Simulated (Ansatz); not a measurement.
HCl:

```xyz
2
Lattice="0.0000 2.6750 2.8550 2.5150 0.0000 2.8550 2.5150 2.6750 0.0000" Properties=species:S:1:pos:R:3 pbc="T T T"
Cl    2.5150    2.6750    2.8550
H     0.0000    0.0000    0.0000
```

* Program: Ansatz 0.2.0
* Task: relaxation of cell and atoms
* Functional: r2SCAN
* Dispersion: D3(BJ)-ATM
* Potentials or basis: Ansatz PAW
* Cutoff: 500 eV (not typed: the program's choice for these potentials)
* k mesh: 9 × 9 × 9
* Occupations: fermi-dirac, width 0.05 eV
* Spin: no spin polarisation

At the start: volume 19.21 Å³/atom.

Q: Where does the relaxation end?

A: It ends after 20 steps and the volume is 18.41 Å³/atom (-4.1 %); space group I4/mmm (No. 139, to 0.05 Å).

Step by step:
```
step  energy change (eV)  largest force (eV/Å)  volume (Å³)
   1              0.0000                0.0000        38.41
   2             -0.2908                0.0000        34.84
   3             -0.5657                0.0000        31.89
   4             -0.8333                0.0000        29.53
   5             -1.1106                0.0000        27.68
   6             -1.4140                0.0000        26.26
   7             -1.7556                0.0000        25.28
   8             -2.1660                0.0000        25.35
   9             -2.3731                0.0000        24.66
  10             -2.4815                0.0000        26.68
  11             -2.5558                0.0000        28.80
  12             -2.5985                0.0000        31.51
  13             -2.6151                0.0000        33.76
  14             -2.6186                0.0000        35.26
  15             -2.6188                0.0000        35.64
  16             -2.6188                0.0000        35.77
  17             -2.6248                0.0000        35.77
  18             -2.6253                0.0000        36.54
  19             -2.6253                0.0000        36.82
  20             -2.6255                0.0000        36.82
```

Final structure:
```
Cl H
1.0
     0.00000    3.46807    3.47119
     1.52943    0.00000    3.47119
     1.52943    3.46807    0.00000
Cl H
1 1
Direct
  0.50000 0.50000 0.50000
  0.00000 0.00000 0.00000
```

Caveat: the plane-wave basis is chosen anew once the cell has moved, so the energies of steps on either side of that aren't comparable; the PAW data sets come from PBE, with cores solved anew for the run's functional, which leaves a small shift of forces and pressure.
